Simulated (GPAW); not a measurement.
The system is MgS.

```xyz
2
Lattice="0.0000 2.8331 2.8331 2.8331 0.0000 2.8331 2.8331 2.8331 0.0000" Properties=species:S:1:pos:R:3 pbc="T T T"
S     1.4166    1.4166    1.4166
Mg    0.0000    0.0000    0.0000
```

The cell comes from a database or a generator and needn't be the stable form of this composition.

Program: GPAW 26.7.0. Alike in all runs: task single point; no spin polarisation; cell as given; k mesh 8 × 8 × 8; cutoff (eV) 800.

Problem. Order these runs on this cell by their pressure, lowest first.
A. level LDA; potentials or basis the program's PAW data sets (release 1.2.1) made for this functional, pw; smearing gaussian 0.02 eV
B. level r2SCAN+D4; potentials or basis GPAW PAW data sets (gpaw-data 1.2.1), pw; smearing fermi-dirac 0.05 eV
C. level PBE; potentials or basis GPAW PAW data sets (gpaw-data 1.2.1), pw; smearing gaussian 0.02 eV

Solution. A (-2.2 GPa), B (-0.6 GPa), C (0.9 GPa).

Caveats: the PAW data sets were made with another functional, which shifts forces and pressure a little (some runs).
